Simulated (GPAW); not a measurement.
Crystal: Ca.

```
Ca
1.0
    -2.24000    2.24000    2.24000
     2.24000   -2.24000    2.24000
     2.24000    2.24000   -2.24000
Ca
1
Direct
  0.00000 0.00000 0.00000
```

This isn't the form of Ca at room conditions, which is fcc.

* Program: GPAW 26.7.0
* Task: relaxation of cell and atoms
* Functional: BLYP
* Dispersion: D3(BJ)
* Potentials or basis: PAW data sets generated in the run's folder for this functional
* Cutoff: 600 eV
* Basis: pw
* k mesh: 8 × 8 × 8
* Occupations: fermi-dirac, width 0.05 eV
* Spin: no spin polarisation

At the start: pressure -2.6 GPa; volume 44.96 Å³/atom.

**Question.** How do energy, volume and symmetry change on relaxing?

**Answer.** Over 4 steps the energy falls by 73.1 meV/atom and the volume is 37.18 Å³/atom (-17.3 %); space group Im-3m (No. 229, to 0.05 Å).

Step by step:
| step | energy change (eV) | largest force (eV/Å) | pressure (GPa) | volume (Å³) |
| --- | --- | --- | --- | --- |
| 1 | 0.0000 | 0.0000 | -2.61 | 44.96 |
| 2 | -0.0210 | 0.0000 | -2.30 | 43.57 |
| 3 | -0.0719 | 0.0000 | 0.43 | 36.27 |
| 4 | -0.0731 | 0.0000 | -0.06 | 37.18 |

Final structure:
```
Ca
1.0
    -2.10260    2.10260    2.10260
     2.10260   -2.10260    2.10260
     2.10260    2.10260   -2.10260
Ca
1
Direct
  0.00000 0.00000 0.00000
```

Caveat: later steps reuse the first step's grids; the volume moved by over 15 % at a fixed basis, so the end points are rough; pairwise dispersion overbinds metals, which lowers pressure and volume.
